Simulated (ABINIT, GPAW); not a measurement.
This is a calculation of TiAl3 for ABINIT 10.8.3 (patched build). Atoms were shifted at random by some hundredths of an Å from the given cell, which wasn't relaxed again for these runs. The cell comes from a database or a generator and needn't be the stable form of this composition.

run.abi

```
pp_dirpath "./"
pseudos "Ti.upf, Al.upf"

acell 2.839677 4.681264 4.900742 Angstrom
rprim
     1.0000000000     0.0000000000     0.0000000000
     0.0000000000     1.0000000000     0.0000000000
     0.0000000000     0.0000000000     1.0000000000
ntypat 2
znucl 22 13
natom 4
typat 1 2 2 2
xcart
    -0.0130255984     2.3430943449     0.7849273424
    -0.0110690609    -0.0188982628     4.0838765220
     1.3941138661    -0.0013013914     1.5883108792
     1.3943722767     2.3201233824     3.3091819288 Angstrom
chkprim 0
chksymtnons 0
tolsym 1.0e-6

ecut 42.0

kptopt 1
ngkpt 9 6 6
nshiftk 1
shiftk 0.0 0.0 0.0

ixc -116133

nband 15
occopt 3
tsmear 0.00183747

nstep 100
tolvrs 1.0e-10

iomode 3
prtwf 0
prtden 0
prteig 0
prtebands 0
enunit 1
```

Potentials or basis: PseudoDojo NC SR PBEsol v0.4.1 standard.

Run with:

```sh
$ mpirun --bind-to none -np 4 abinit run.abi > log 2>&1
```

Q: What does the same run look like in GPAW 26.7.0 (ASE script)? Potentials or basis there: PAW data sets generated for this functional, cutoff 600 eV.

A: As run (cutoffs and basis follow the program's own potentials, and thresholds, step limits or extra output files can differ):

run.py

```python
from ase import Atoms
from ase.dft.bandgap import bandgap
from ase.io import write
from ase.units import GPa
from gpaw import GPAW, PW, setup_paths

setup_paths.insert(0, '.')

atoms = Atoms(['Ti', 'Al', 'Al', 'Al'],
              cell=[[2.839677, 0.0, 0.0],
                    [0.0, 4.681264, 0.0],
                    [0.0, 0.0, 4.900742]],
              scaled_positions=[[-0.004587, 0.500526, 0.160165],
                                [-0.003898, -0.004037, 0.833318],
                                [0.490941, -0.000278, 0.324096],
                                [0.491032, 0.495619, 0.675241]],
              pbc=True)

calc = GPAW(mode=PW(600),
            xc='PBEsol',
            kpts={'size': (9, 6, 6), 'gamma': True},
            occupations={'name': 'fermi-dirac', 'width': 0.05},
            nbands=23,
            convergence={'density': 1e-05, 'energy': 1e-05},
            maxiter=150,
            txt='gpaw.txt')
atoms.calc = calc
energy = atoms.get_potential_energy()
forces = atoms.get_forces()
stress = atoms.get_stress()
calc.write('gs.gpw')
write('result.traj', atoms)
print(f'Energy: {energy:.6f} eV')
print('Forces (eV/A):')
print(forces.round(4))
print('Stress (GPa):', (stress / GPa).round(3))
print('Fermi level:', round(calc.get_fermi_level(), 4), 'eV')
print(f'Gap: {bandgap(calc)[0]:.4f} eV, direct: {bandgap(calc, direct=True)[0]:.4f} eV')
```

Potentials or basis: PAW data sets generated in the run's folder for this functional, pw.

The run is started by

```console
$ gpaw-setup -f PBEsol Al Ti
$ OMP_NUM_THREADS=1 python run.py
```

Both were run:

|  | ABINIT | GPAW |
| --- | --- | --- |
| Pressure | -2.3 GPa | -2.1 GPa |
| Largest force | 0.464 eV/Å | 0.464 eV/Å |
| Energy over the undisturbed cell | 4.5 meV/atom | 4.5 meV/atom |

Pressure is positive in compression.
